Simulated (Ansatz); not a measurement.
# WC (Cmmm) in Ansatz: notebook

One crystal, WC, is run at these levels: PBEsol+D4, RPBE+D3(BJ); tasks: relaxation of cell and atoms.

Everything below comes from runs of Ansatz 0.2.0. Logs are shortened: lines on timing, memory, paths and dates and some standing lists are left out, and cuts for length are marked.

### 1 The structure

It takes space group Cmmm (No. 65, orthorhombic). The conventional cell has a = 3.281 Å, b = 4.236 Å, c = 4.309 Å, α = 90.00°, β = 90.00°, γ = 90.00°. W (site symmetry mmm) is surrounded by 4 W at 2.68 Å and 8 C at 2.71 to 3.02 Å. Around C (site symmetry mmm) lie 4 C at 2.68 Å and 8 W at 2.71 to 3.02 Å.

The cell was built by a generator and needn't be a form met in nature.

### 2 Relaxation of cell and atoms, PBEsol+D4

Input file input.yaml:

```yaml
crystal:
  lattice:
    - [1.64034611, -2.1180379, 0.0]
    - [1.64034611, 2.1180379, 0.0]
    - [0.0, 0.0, 4.3094211]
  atoms:
    - { symbol: W, position: [0.5, 0.5, 0.5] }
    - { symbol: C, position: [0.0, 0.0, 0.0] }
hamiltonian:
  xc: pbesol
  pseudopotentials: { kind: paw }
  dispersion: d4
kpoints:
  mp_grid: { grid: [10, 10, 6] }
scf:
  occupations: { method: fermi_dirac, width: 0.05 }
output:
  forces: true
  stress: true
  eigenvalues: true
relax:
  f_tol: 0.01
  max_steps: 40
  cell: { stress_tol: 0.05 }
```

Potentials or basis: Ansatz PAW.

Run with:

```bash
ansatz run input.yaml --threads 2 --pin off --max-ram 5632MiB --backend cpu --events-out ev --progress --plain --runs-dir out
```

Log:

```text
Warning: RAYON_NUM_THREADS=2 ignored (pool sized by the plan → 2); use --threads N
Engine: ansatz 0.2.0, aarch64-unknown-linux-gnu
Pseudopotentials: kind: paw
Pseudopotential: W, paw, valence charge 14, recommended cutoff 420 eV (normal), W.paw.azcp
Pseudopotential: C, paw, valence charge 4, recommended cutoff 420 eV (normal), C.paw.azcp
Functional definition: PBEsol
  exchange = pbesol_x
  correlation = pbesol_c
Crystal: 2 atoms, lattice volume = 29.945 Å³
Basis set: ecut = 420 eV, 577 PW (Γ), exchange–correlation on 36×36×60 points (8 copies of the dense FFT grid, shifted against one another)
Bands: 13, of which v1, the nominal top of the filled ones, is band 9 counted from 1 (8 counted from 0)
Symmetry: 8 space group operations
Space group: Cmmm (ITA 65), of the structure as read, at distance tolerance 3.1e-5 Å
k-points: 124 of 600
Non-local potential: W, projectors of the file, l = 0: 3, l = 1: 2, l = 2: 2, l = 3: 1
Non-local potential: C, projectors of the file, l = 0: 2, l = 1: 2, l = 2: 1
PAW form: soft (Blöchl's): semilocal exchange-correlation on the pseudo side does not see the compensation charge
PAW frozen core: W, regenerated for the run's functional, and the local potential with it (the file was generated under x = pbe(κ = 0.804, μ = 0.2195149727645171), c = pbe(β = 0.06672455060314922))
PAW frozen core: C, regenerated for the run's functional, and the local potential with it (the file was generated under x = pbe(κ = 0.804, μ = 0.2195149727645171), c = pbe(β = 0.06672455060314922))
PAW one-centre angular grid: W, 590 points (default); XC on 64 Gauss nodes
PAW one-centre angular grid: C, 110 points (default); XC on 64 Gauss nodes
Initial density: superposition of atomic densities (neutral atoms: chi_scale 0, normalization atom), corrected by the library's trained network
Initial wavefunctions: pseudopotential atomic-orbital guess
Functional: x = pbesol(κ = 0.804, μ = 0.12345679012345678), c = pbesol(β = 0.046)
SCF iter   1: F=—  HF=-10498.046389 eV  |F-HF|=—  |Δ(HF+E_count)|=         —  Δρ=1.16e-2  dr2=5.74e-2  ethr=1.77e-3  ⟨swp⟩=5.3  Hψ=7836  notcnv=0
preconditioner: auto → none  [metal: Δε(μ)=0.011 eV  Ē_g=6.202 eV  σ=0.050 eV  W_gap=0.06  n_scr=6 (ndim 8)  ℏωp=21.5 eV  f_vac=0.000  D(μ)=1.87/eV (n_scr^D=22)  sad-step TF]
SCF iter   2: F=—  HF=-10498.043055 eV  |F-HF|=—  |Δ(HF+E_count)|=   3.33e-3  Δρ=7.83e-3  dr2=3.22e-2  ethr=3.19e-4  ⟨swp⟩=1.1  Hψ=2613  notcnv=0
SCF iter   3: F=—  HF=-10498.038974 eV  |F-HF|=—  |Δ(HF+E_count)|=   4.08e-3  Δρ=9.48e-4  dr2=1.09e-4  ethr=1.79e-4  ⟨swp⟩=2.1  Hψ=2136  notcnv=0
SCF iter   4: F=—  HF=-10498.038977 eV  |F-HF|=—  |Δ(HF+E_count)|=   2.87e-6  Δρ=2.44e-4  dr2=1.22e-5  ethr=6.08e-7  ⟨swp⟩=2.5  Hψ=2686  notcnv=0
SCF iter   5: F=—  HF=-10498.038969 eV  |F-HF|=—  |Δ(HF+E_count)|=   8.20e-6  Δρ=6.19e-5  dr2=1.61e-6  ethr=6.78e-8  ⟨swp⟩=2.4  Hψ=2452  notcnv=0
SCF iter   6: F=-10498.038969 eV  HF=-10498.038969 eV  |F-HF|=2.60e-10  |Δ(HF+E_count)|=   1.13e-7  Δρ=8.93e-6  dr2=1.36e-8  ethr=5.56e-10  ⟨swp⟩=3.9  Hψ=6012  notcnv=0
WARN: dispersion: an atom stands within reach of a switch of its C6 between two reference coordination numbers of its element: through that C6 alone, e_disp changes by 0.025 eV or more while the distances to its neighbours run over a stretch of 0.05 Å that contains this geometry (sites counted from 0 in the run's list of atoms or, in a supercell that it derives, in that cell's: here a list of 2) — site 0 (W): coordination number 6.538 (about 5.98 to 7.09 with every neighbour 0.05 Å farther or nearer), switch near 6.149 between the references 10.450 (weight 1.00) and 1.849 (weight 0.00), e_disp changing by some 0.10 eV; site 1 (C): coordination number 1.735 (about 1.35 to 2.12 with every neighbour 0.05 Å farther or nearer), switch near 1.413 between the references 1.908 (weight 0.97) and 0.919 (weight 0.02), e_disp changing by some 0.03 eV; some 0.13 eV in sum. This is how the published method behaves, and the energy and the forces stay consistent. Where you compare this geometry's total energy with another's, compare their components.e_disp too, and, where the geometries are yours to choose, keep both on one side of the switch, which a site's coordination number tells: a relaxation that ends in reach of it can search the other side under relax.adjacent_minimum: search, except where no move that the cell, the constraints and the symmetry allow carries the atom there
SCF 1 converged in 6 iterations: F = -10498.038969 eV  dr2 = 1.36e-8
relax step   1: F+E_penalty+E_count = -10498.03896898 eV  Δ(F+E_penalty+E_count) = +0.000e0 eV  max|allowed force component| = 4.930e-32 eV/Å  Δτ_max = 0.0000 Å  P = -39.495 GPa  Ω = 29.945 Å³  (6 SCF iters, dr2 threshold 1.00e-7 eV, accepted)
Crystal: 2 atoms, lattice volume = 27.375 Å³
Basis set: ecut = 420 eV, 551 PW (Γ), exchange–correlation on 36×36×60 points (8 copies of the dense FFT grid, shifted against one another)
Initial density: handed on by an earlier stage of this run
Initial wavefunctions: those handed on with the density
iter 1 solved again at ethr=1.48e-4 eV; its pass at ethr=3.10e-3 eV (dr2=2.67e-2 eV) is discarded
SCF iter   1: F=—  HF=-10498.909098 eV  |F-HF|=—  |Δ(HF+E_count)|=         —  Δρ=9.29e-3  dr2=2.66e-2  ethr=1.48e-4  ⟨swp⟩=1.0  Hψ=10703  notcnv=0
preconditioner: auto → none  [metal: Δε(μ)=0.022 eV  Ē_g=6.767 eV  σ=0.050 eV  W_gap=0.11  n_scr=6 (ndim 8)  ℏωp=22.4 eV  f_vac=0.000  D(μ)=1.21/eV (n_scr^D=6)]
SCF iter   2: F=—  HF=-10498.905667 eV  |F-HF|=—  |Δ(HF+E_count)|=   3.43e-3  Δρ=3.66e-3  dr2=4.11e-3  ethr=1.48e-4  ⟨swp⟩=1.0  Hψ=1616  notcnv=0
SCF iter   3: F=—  HF=-10498.905157 eV  |F-HF|=—  |Δ(HF+E_count)|=   5.10e-4  Δρ=3.30e-4  dr2=1.41e-5  ethr=2.28e-5  ⟨swp⟩=1.2  Hψ=1660  notcnv=0
SCF iter   4: F=—  HF=-10498.905157 eV  |F-HF|=—  |Δ(HF+E_count)|=   4.57e-8  Δρ=7.43e-5  dr2=1.18e-6  ethr=7.81e-8  ⟨swp⟩=2.3  Hψ=2328  notcnv=0
iter 5 did not close the SCF: its close was put off for the readings that it lacked (scf_convergence_deferred on its scf_iter line)
SCF iter   5: F=-10498.905157 eV  HF=-10498.905157 eV  |F-HF|=1.30e-9  |Δ(HF+E_count)|=   1.50e-7  Δρ=1.22e-5  dr2=1.56e-8  ethr=6.57e-9  ⟨swp⟩=1.5  Hψ=1889  notcnv=0
SCF iter   6: F=-10498.905157 eV  HF=-10498.905157 eV  |F-HF|=3.07e-10  |Δ(HF+E_count)|=   4.53e-9  Δρ=1.68e-6  dr2=6.72e-10  ethr=8.66e-11  ⟨swp⟩=2.0  Hψ=5363  notcnv=0
SCF 2 converged in 6 iterations: F = -10498.905157 eV  dr2 = 6.72e-10
relax step   2: F+E_penalty+E_count = -10498.90515674 eV  Δ(F+E_penalty+E_count) = -8.662e-1 eV  max|allowed force component| = 3.106e-30 eV/Å  Δτ_max = 0.0000 Å  P = -36.561 GPa  Ω = 27.375 Å³  energy of the carried Pulay correction = +2.920e-3 eV  (6 SCF iters, dr2 threshold 2.00e-7 eV, accepted)
Crystal: 2 atoms, lattice volume = 25.383 Å³
[... 170 lines left out ...]
iter 4 did not close the SCF: its close was put off for the readings that it lacked (scf_convergence_deferred on its scf_iter line)
SCF iter   4: F=-10502.357110 eV  HF=-10502.357110 eV  |F-HF|=1.21e-9  |Δ(HF+E_count)|=   2.52e-8  Δρ=5.95e-6  dr2=4.07e-9  ethr=1.32e-9  ⟨swp⟩=1.6  Hψ=1821  notcnv=0
iter 5 did not close the SCF: its close was put off for the readings that it lacked (scf_convergence_deferred on its scf_iter line)
SCF iter   5: F=-10502.357110 eV  HF=-10502.357110 eV  |F-HF|=2.91e-11  |Δ(HF+E_count)|=  2.98e-10  Δρ=9.59e-7  dr2=9.03e-11  ethr=2.26e-11  ⟨swp⟩=2.3  Hψ=2419  notcnv=0
SCF iter   6: F=-10502.357110 eV  HF=-10502.357110 eV  |F-HF|=7.28e-12  |Δ(HF+E_count)|=  1.09e-11  Δρ=1.56e-7  dr2=3.20e-12  ethr=1.00e-12  ⟨swp⟩=1.0  Hψ=4231  notcnv=0
SCF 15 converged in 6 iterations: F = -10502.357110 eV  dr2 = 3.20e-12
relax step  15: F+E_penalty+E_count = -10502.35710957 eV  Δ(F+E_penalty+E_count) = -6.302e-4 eV  max|allowed force component| = 5.326e-30 eV/Å  Δτ_max = 0.0000 Å  P = +0.044 GPa  Ω = 22.294 Å³  energy of the carried Pulay correction = -1.382e-4 eV  (6 SCF iters, dr2 threshold 2.00e-7 eV, accepted)
Crystal: 2 atoms, lattice volume = 22.313 Å³
iter 1 solved again at ethr=2.08e-8 eV; its pass at ethr=3.10e-3 eV (dr2=3.75e-6 eV) is discarded
SCF iter   1: F=—  HF=-10502.357102 eV  |F-HF|=—  |Δ(HF+E_count)|=         —  Δρ=1.56e-4  dr2=5.75e-6  ethr=2.08e-8  ⟨swp⟩=2.1  Hψ=9882  notcnv=0
preconditioner: auto → none  [metal: Δε(μ)=0.019 eV  Ē_g=9.273 eV  σ=0.050 eV  W_gap=0.09  n_scr=8 (ndim 8)  ℏωp=24.9 eV  f_vac=0.000  D(μ)=1.13/eV (n_scr^D=8)]
[... 25 lines left out ...]
relax step  17: F+E_penalty+E_count = -10502.35710830 eV  Δ(F+E_penalty+E_count) = -1.179e-5 eV  max|allowed force component| = 3.155e-30 eV/Å  Δτ_max = 0.0000 Å  P = +0.003 GPa  Ω = 22.307 Å³  energy of the carried Pulay correction = -1.559e-4 eV  (7 SCF iters, dr2 threshold 1.47e-8 eV, accepted)
iter 1 solved again at ethr=3.59e-8 eV; its pass at ethr=3.10e-3 eV (dr2=6.46e-6 eV) is discarded
SCF iter   1: F=—  HF=-10502.357281 eV  |F-HF|=—  |Δ(HF+E_count)|=         —  Δρ=2.26e-5  dr2=1.74e-8  ethr=3.59e-8  ⟨swp⟩=3.3  Hψ=12722  notcnv=0
SCF iter   2: F=—  HF=-10502.357278 eV  |F-HF|=—  |Δ(HF+E_count)|=   3.88e-6  Δρ=1.11e-5  dr2=3.71e-9  ethr=9.68e-11  ⟨swp⟩=2.7  Hψ=2718  notcnv=0
SCF iter   3: F=—  HF=-10502.357278 eV  |F-HF|=—  |Δ(HF+E_count)|=   8.73e-9  Δρ=7.10e-7  dr2=4.46e-11  ethr=2.06e-11  ⟨swp⟩=2.0  Hψ=2162  notcnv=0
iter 4 did not close the SCF: its close was put off for the readings that it lacked (scf_convergence_deferred on its scf_iter line)
SCF iter   4: F=-10502.357278 eV  HF=-10502.357278 eV  |F-HF|=7.28e-12  |Δ(HF+E_count)|=  1.82e-11  Δρ=1.73e-7  dr2=7.34e-12  ethr=1.00e-12  ⟨swp⟩=2.2  Hψ=2176  notcnv=0
iter 5 did not close the SCF: its close was put off for the readings that it lacked (scf_convergence_deferred on its scf_iter line)
SCF iter   5: F=-10502.357278 eV  HF=-10502.357278 eV  |F-HF|=1.82e-12  |Δ(HF+E_count)|=  3.64e-12  Δρ=1.96e-8  dr2=7.30e-14  ethr=1.00e-12  ⟨swp⟩=1.0  Hψ=1612  notcnv=0
iter 6 did not close the SCF: its close was put off for the readings that it lacked (scf_convergence_deferred on its scf_iter line)
SCF iter   6: F=-10502.357278 eV  HF=-10502.357278 eV  |F-HF|=0.00e0  |Δ(HF+E_count)|=  1.82e-12  Δρ=5.93e-9  dr2=6.96e-15  ethr=1.00e-12  ⟨swp⟩=1.0  Hψ=1612  notcnv=0
iter 7 did not close the SCF: its close was put off for the readings that it lacked (scf_convergence_deferred on its scf_iter line)
SCF iter   7: F=-10502.357278 eV  HF=-10502.357278 eV  |F-HF|=1.82e-12  |Δ(HF+E_count)|=  1.82e-12  Δρ=2.20e-9  dr2=1.22e-15  ethr=1.00e-12  ⟨swp⟩=1.0  Hψ=1612  notcnv=0
SCF iter   8: F=-10502.357278 eV  HF=-10502.357278 eV  |F-HF|=1.82e-12  |Δ(HF+E_count)|=  1.82e-12  Δρ=4.91e-10  dr2=5.52e-17  ethr=1.00e-12  ⟨swp⟩=2.3  Hψ=4411  notcnv=0
SCF 18 converged in 8 iterations: F = -10502.357278 eV  dr2 = 5.52e-17
relax step  18: F+E_penalty+E_count = -10502.35727759 eV  Δ(F+E_penalty+E_count) = -1.693e-4 eV  max|allowed force component| = 3.353e-30 eV/Å  Δτ_max = 0.0000 Å  P = +0.013 GPa  Ω = 22.307 Å³  stress off target by 2.38e-2 GPa  SCF on the basis re-selected at this cell (its energy is not comparable with the rows above)  (8 SCF iters)
basis re-selected at this cell: Δ(F+E_penalty+E_count) = -1.693e-4 eV, ΔP = +0.010 GPa vs the last step (what re-selecting the basis moved, of the pressure what is left beyond the Pulay correction that the steps carried, after the strain that the cell walked since its last selection, with what the two solves' SCF thresholds leave and, on support functions, any second-order correction that the steps lacked; it is no measure of the basis error at this ecutwfc). This SCF's stress stands 2.38e-2 GPa from its target on what of the cell is left free (relax.cell.stress_tol is 5.00e-2 GPa) and its largest allowed force component is 3.35e-30 eV/Å (relax.f_tol is 1.00e-2 eV/Å): within both
SCF converged after 8 iterations
Free energy (F): -10502.357278 eV
Harris-Foulkes:  -10502.357278 eV  (|F-HF|=1.82e-12)
Internal energy: -10502.348225 eV  (E = F + TS)
E sigma→0 (E₀):  -10502.352752 eV
Entropy (-TS):   -0.009052 eV (-4.526 meV/atom)
Fermi energy:    19.538191 eV
--- Per-component energies (eV) ---
  E_band       = -86.160298
  E_kinetic    = 539.461190
  E_local      = -743.934366  (includes V_loc(G=0)·N_el)
  E_nonlocal   = 30.129659
  E_hartree    = 259.953924
  E_xc         = -313.282449
  E_vxc        = -298.400439  (∫ρ·V_xc dr)
  E_paw        = -8530.900271  (= ΣΔE_a)
  E_vpaw       = -133.324124  (= ΣTr[D̂ρ^β])
  E_aug_tail   = -0.000065  (compensation charges beyond the density's cutoff)
  E_ewald      = -1743.488840
  E_disp       = -0.529900  (pairwise vdW)
  E_core_change = 0.242893  (= ΣΔE_core)
  E_smearing   = -0.009052  (= −TS)
  E_closure    = 0.000000  (closes the sum)
  Σ components = -10502.357278   (vs F -10502.357278, Δ=0.00e0)
--- Forces (eV/Å), atoms counted from 1 ---
  atom   1  W     -0.00000000     0.00000000     0.00000000
  atom   2  C      0.00000000     0.00000000     0.00000000
  max |Σ_I F_I| component: 5.92e-30 eV/Å
--- Stress (GPa, compression-positive) ---
        0.004369       0.000000       0.000000
        0.000000       0.023756       0.000000
        0.000000       0.000000       0.010786
  P = ⅓ Tr σ = 0.0130 GPa (0.130 kbar)
--- Band table (eV; the first three rows and the last of 124) ---
  k-point 0: bands = ["-54.8771", "-19.1146", "-18.9480", "-18.6823", "4.7013", "14.5698", "17.1891", "18.1343", "18.2888", "19.6524", "19.9879", "20.9424", "22.2065"]
  k-point 1: bands = ["-54.8718", "-19.2389", "-18.9334", "-18.6740", "5.3016", "14.0040", "16.9721", "17.1249", "18.2702", "18.8447", "19.7025", "22.1987", "24.3201"]
  k-point 2: bands = ["-54.8611", "-19.4800", "-18.9040", "-18.6573", "6.8647", "12.0762", "15.1750", "17.1198", "18.5609", "19.0499", "20.6095", "22.5022", "28.4817"]
  k-point 123: bands = ["-54.8066", "-19.4693", "-19.3148", "-19.0484", "10.4755", "11.3105", "11.6153", "13.5186", "22.0669", "22.4382", "23.3235", "25.2487", "25.6544"]
--- Relaxed structure (16 steps of the walk, 16 accepted, 2 SCFs on fresh bases) ---
  F+E_penalty+E_count = -10502.35727759 eV   max|allowed force component| = 3.353e-30 eV/Å   (the final SCF, on the basis selected at the relaxed cell)
  cell:  # Å, volume = 22.3071 Å³
    - [1.4678774317147751, -2.5393759934478197, 0.0]
    - [1.4678774317147751, 2.5393759934478197, 0.0]
    - [0.0, 0.0, 2.9922335441174743]
  atoms:
    - { symbol: W, position: [0.5, 0.5, 0.49999999999999994] }
    - { symbol: C, position: [6.879490675229486e-36, 6.879490675229486e-36, 0.0] }
```

Wall time 33 s (2 threads of Arm Neoverse V1, shared host); peak memory 0.34 GiB.

What came out:

| Property | Result |
| --- | --- |
| Free energy | -10502.3573 eV |
| Relaxed volume | 11.15 Å³/atom |
| Relaxed cell | a = 2.933 Å, b = 2.933 Å, c = 2.992 Å, α = 90.00°, β = 90.00°, γ = 119.94° |
| Space group after relaxing (to 0.05 Å) | Cmmm (No. 65) |
| Energy gained by relaxing | 2159.2 meV/atom |
| Ionic steps | 18 |
| Pressure after relaxing | 0.0 GPa |
| Band gap on the k mesh | none (metal or under the smearing width) |

Step by step:
| step | energy change (eV) | largest force (eV/Å) | volume (Å³) |
| --- | --- | --- | --- |
| 1 | 0.0000 | 0.0000 | 29.94 |
| 2 | -0.8662 | 0.0000 | 27.37 |
| 3 | -1.6750 | 0.0000 | 25.38 |
| 4 | -2.4689 | 0.0000 | 23.87 |
| 5 | -3.1835 | 0.0000 | 22.44 |
| 6 | -3.7530 | 0.0000 | 21.37 |
| 7 | -4.1562 | 0.0000 | 21.43 |
| 8 | -4.2505 | 0.0000 | 21.02 |
| 9 | -4.2930 | 0.0000 | 22.13 |
| 10 | -4.3062 | 0.0000 | 22.25 |
| 11 | -4.3070 | 0.0000 | 22.21 |
| 12 | -4.3071 | 0.0000 | 22.19 |
| 13 | -4.3071 | 0.0000 | 22.20 |
| 14 | -4.3175 | 0.0000 | 22.20 |
| 15 | -4.3181 | 0.0000 | 22.29 |
| 16 | -4.3181 | 0.0000 | 22.31 |
| 17 | -4.3181 | 0.0000 | 22.31 |
| 18 | -4.3183 | 0.0000 | 22.31 |

Final structure:
```xyz
2
Lattice="1.4679 -2.5394 0.0000 1.4679 2.5394 0.0000 0.0000 0.0000 2.9922" Properties=species:S:1:pos:R:3 pbc="T T T"
W     1.4679    0.0000    1.4961
C     0.0000    0.0000    0.0000
```

Levels at points of the mesh, in eV from the Fermi level:
```csv
k point,band 5,band 6,band 7,band 8,band 9,band 10,band 11,band 12,band 13
"(0.00, 0.00, 0.00)",-14.84,-4.97,-2.35,-1.40,-1.25,0.11,0.45,1.40,2.67
"(0.00, 0.00, -0.50)",-11.21,-9.15,-5.04,-2.25,-0.82,-0.81,2.56,3.22,9.04
"(0.00, -0.50, 0.00)",-10.19,-8.66,-6.07,-6.05,1.48,2.83,3.35,5.31,5.75
"(0.00, -0.50, -0.50)",-12.52,-4.45,-4.03,-3.25,-1.43,-0.26,3.52,3.81,7.53
"(-0.50, -0.50, 0.00)",-12.76,-5.85,-4.26,-1.08,-0.98,-0.42,0.69,3.54,4.56
"(-0.50, -0.50, -0.50)",-9.06,-8.23,-7.92,-6.02,2.53,2.90,3.79,5.71,6.12
```

Caveat: the volume moved by over 15 % at a fixed basis, so the end points are rough; the plane-wave basis is chosen anew once the cell has moved, so the energies of steps on either side of that aren't comparable; pairwise dispersion overbinds metals, which lowers pressure and volume; the PAW data sets come from PBE, with cores solved anew for the run's functional, which leaves a small shift of forces and pressure. Spin-orbit coupling is left out, which matters for the levels of W.

### 3 Relaxation of cell and atoms, RPBE+D3(BJ)

Edit input.yaml of step 2 so:

```diff
@@ -9,5 +9,5 @@
 hamiltonian:
-  xc: pbesol
+  xc: rpbe
   pseudopotentials: { kind: paw }
-  dispersion: d4
+  dispersion: d3bj
 kpoints:
@@ -20,2 +20,6 @@
   eigenvalues: true
+  write_density: true
+  write_potential: true
+  elf: true
+  volumetric_format: npy
 relax:
```

Potentials or basis: Ansatz PAW.

Run with:

```bash
ansatz run input.yaml --threads 2 --pin off --max-ram 5632MiB --backend cpu --events-out ev --progress --plain --runs-dir out
```

Wall time 26 s (2 threads of Arm Neoverse V1, shared host); peak memory 0.36 GiB.

It converged, with:

| Quantity | Value |
| --- | --- |
| Free energy | -10653.2683 eV |
| Relaxed volume | 10.07 Å³/atom |
| Relaxed cell | a = 2.760 Å, b = 2.760 Å, c = 2.907 Å, α = 90.00°, β = 90.00°, γ = 114.65° |
| Space group after relaxing (to 0.05 Å) | Cmmm (No. 65) |
| Energy gained by relaxing | 2481.3 meV/atom |
| Ionic steps | 14 |
| Pressure after relaxing | 0.0 GPa |
| Band gap on the k mesh | none (metal or under the smearing width) |

The path:
| step | energy change (eV) | largest force (eV/Å) | volume (Å³) |
| --- | --- | --- | --- |
| 1 | 0.0000 | 0.0000 | 29.94 |
| 2 | -1.0114 | 0.0000 | 27.17 |
| 3 | -1.7250 | 0.0000 | 25.14 |
| 4 | -2.6854 | 0.0000 | 23.36 |
| 5 | -3.5592 | 0.0000 | 21.73 |
| 6 | -4.2644 | 0.0000 | 20.32 |
| 7 | -4.7008 | 0.0000 | 19.29 |
| 8 | -4.9384 | 0.0000 | 19.78 |
| 9 | -4.9646 | 0.0000 | 20.10 |
| 10 | -4.9649 | 0.0000 | 20.12 |
| 11 | -4.9649 | 0.0000 | 20.13 |
| 12 | -4.9626 | 0.0000 | 20.13 |
| 13 | -4.9626 | 0.0000 | 20.13 |
| 14 | -4.9626 | 0.0000 | 20.13 |

Final structure:
```cif
data_structure
_symmetry_space_group_name_H-M 'P 1'
_symmetry_Int_Tables_number 1
_cell_length_a 2.7604
_cell_length_b 2.7604
_cell_length_c 2.9070
_cell_angle_alpha 90.000
_cell_angle_beta 90.000
_cell_angle_gamma 114.650
_cell_volume 20.13
loop_
_atom_site_label
_atom_site_type_symbol
_atom_site_fract_x
_atom_site_fract_y
_atom_site_fract_z
_atom_site_occupancy
W1 W 0.50000 0.50000 0.50000 1
C1 C 0.00000 0.00000 0.00000 1
```

Levels at points of the mesh, in eV from the Fermi level:
| k point | band 7 | band 8 | band 9 | band 10 | band 11 | band 12 |
| --- | --- | --- | --- | --- | --- | --- |
| (0.00, 0.00, 0.00) | -2.84 | -1.49 | -1.48 | -0.07 | 0.53 | 1.57 |
| (0.00, 0.00, -0.50) | -5.43 | -2.14 | -1.57 | 0.52 | 2.11 | 3.20 |
| (0.00, -0.50, 0.00) | -6.49 | -6.22 | 1.73 | 2.03 | 3.85 | 6.44 |
| (0.00, -0.50, -0.50) | -4.68 | -3.73 | -1.38 | 0.00 | 3.38 | 4.41 |
| (-0.50, -0.50, 0.00) | -4.56 | -1.94 | -1.44 | -0.46 | 0.30 | 4.54 |
| (-0.50, -0.50, -0.50) | -8.93 | -7.11 | 3.56 | 3.82 | 4.80 | 6.18 |

Caveat: the volume moved by over 15 % at a fixed basis, so the end points are rough; the plane-wave basis is chosen anew once the cell has moved, so the energies of steps on either side of that aren't comparable; the pressure holds a Pulay correction of +0.3 GPa for the finite cutoff; pairwise dispersion overbinds metals, which lowers pressure and volume; the PAW data sets come from PBE, with cores solved anew for the run's functional, which leaves a small shift of forces and pressure. The run has no spin-orbit coupling, so splittings on W are missing.
